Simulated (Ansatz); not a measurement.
**Calculated ¹⁷O NMR of the central transition for SiO₂**

Cell: a Materials Project structure (computed, not necessarily an observed phase), atoms as given.

Space group Im-3m (No. 229); a = 9.8830 Å.

| site | Wyckoff | site symmetry | x | y | z |
| --- | --- | --- | --- | --- | --- |
| Si | 16f | .3m | 0.1569 | 0.1569 | 0.1569 |
| O9 | 8c | .-3m | 0.2500 | 0.2500 | 0.2500 |
| O13 | 24h | m.m2 | 0.1889 | 0.1889 | 0.0000 |

One atom of each set is listed; the run and its k-mesh use a cell of 24 atoms with edges of 8.56, 8.56, 8.56 Å.

The numbers come from a DFT calculation in Ansatz (PBE, plane waves and PAW (field gradients read without the response of the frozen cores, which leaves them typically 4 to 6 % off), scalar-relativistic, 420 eV cutoff, Γ-centred 3×3×3 k-points, Fermi–Dirac smearing 0.02 eV).

¹⁷O has I = 5/2 and Q = -25.58 mb (Pyykkö 2018); at 28.2 T its Larmor frequency is ν₀ = 162.8 MHz. Only the quadrupole interaction is simulated: positions count from each site's isotropic chemical shift, and J coupling is left out, as are shift anisotropy and dipolar coupling, which fast spinning averages.

(1) Give C_Q, η, the quadrupolar product P_Q = |C_Q|(1 + η²/3)^½, the second-order isotropic shift and the breadth of the pattern (fast magic-angle spinning) for each O site.

Results:

(1) 

```csv
site,first shell,C_Q (MHz),η,P_Q (MHz),δ_QIS (ppm),breadth (kHz)
O9,"2 Si at 1.59 Å, angle 180°",-6.66,0.00,6.66,-10.0,3.50
O13,"2 Si at 1.61 Å, angle 148°",-6.00,0.22,6.04,-8.26,3.05
```

δ_QIS = −(ν_Q²/30ν₀²)[I(I+1) − 3/4](1 + η²/3) × 10⁶ ppm with ν_Q = 3|C_Q|/[2I(2I−1)]; it falls as 1/B₀² in ppm, and the breadth as 1/B₀ in kHz.

An axis of threefold or higher order runs through O9, so V_zz lies along it and η is zero. At O13 V_zz runs parallel to the line that joins its two neighbours (within 1°).

The largest force is 0.3 eV/Å, so the atoms aren't at the calculated equilibrium and relaxing them would move these values.
